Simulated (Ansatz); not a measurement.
Space group Fm-3m (No. 225). a = 7.580 Å, b = 7.580 Å, c = 7.580 Å, α = 90.00°, β = 90.00°, γ = 90.00°
| atom | site | symmetry | x | y | z |
| --- | --- | --- | --- | --- | --- |
| In | 4a | m-3m | 0.0000 | 0.0000 | 0.0000 |
| Sb | 8c | -43m | 0.2500 | 0.7500 | 0.7500 |
| Sb | 4b | m-3m | 0.5000 | 0.0000 | 0.0000 |

Equation of state of this InSb3 structure (not necessarily the ground state), with shape and atoms relaxed at each volume where symmetry leaves them free. It has no gap at any of these volumes. All numbers below come from DFT PBE, scalar-relativistic, plane waves, PAW (Ansatz).

Plane waves to 420 eV, a k mesh through Γ of 10×10×10 on the computed 4-atom cell and Gaussian smearing (0.10 eV); no spin polarisation.

```json
{"V (Å³/atom)": "25.589", "E − E(largest V) (meV/atom)": "4.37", "P (GPa)": "3.85"}
{"V (Å³/atom)": "26.406", "E − E(largest V) (meV/atom)": "-9.76", "P (GPa)": "1.79"}
{"V (Å³/atom)": "27.222", "E − E(largest V) (meV/atom)": "-14.13", "P (GPa)": "0.05"}
{"V (Å³/atom)": "28.039", "E − E(largest V) (meV/atom)": "-10.38", "P (GPa)": "-1.40"}
{"V (Å³/atom)": "28.856", "E − E(largest V) (meV/atom)": "0.00", "P (GPa)": "-2.60"}
```

Q: Fit a third-order Birch–Murnaghan equation to E(V).

A: V0 = 27.23 Å³/atom, B0 = 53 GPa, B0' = 5.4.

Spin-orbit coupling is left out, which matters for the bands of heavy elements.

Cost: 5 runs of about 0.57 core-minutes in all, on Intel Xeon 6975P-C (Granite Rapids) (shared hosts).